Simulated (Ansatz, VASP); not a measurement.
**Ti: VASP beside Ansatz**

```
Ti
1.0
     2.95000    0.00000    0.00000
    -1.47500    2.55477    0.00000
     0.00000    0.00000    4.68000
Ti
2
Direct
  0.66667 0.33333 0.75000
  0.33333 0.66667 0.25000
```

Alike in both runs: functional LDA; k mesh 6 × 6 × 3; occupations fermi-dirac, width 0.05 eV; no spin polarisation.

|  | VASP | Ansatz |
| --- | --- | --- |
| version | VASP 6.6.1 | Ansatz 0.2.0 |
| potentials or method | VASP PAW LDA potentials, release 64 (Ti_sv) | Ansatz PAW |
| plane-wave cutoff (eV) | 520 | 420 |
| valence electrons in the cell | 24 | 24 |
| task | single point | band structure |

Ansatz gave:

```
gap on the k mesh at the Fermi level (eV)       : none
pressure (GPa)                                  : -9.3
largest component of the traceless stress (GPa) : 0.24
```

Estimate VASP's values.

gap on the k mesh at the Fermi level (eV): none; pressure (GPa): -9.3; largest component of the traceless stress (GPa): 0.25.

A gap of «none» marks a metal or a gap that the smearing closes.

Caveats: the k mesh is coarse (spacing up to 0.45 Å⁻¹), so the values aren't converged; the PAW data sets come from PBE, with cores solved anew for the run's functional, which leaves a small shift of forces and pressure (Ansatz).
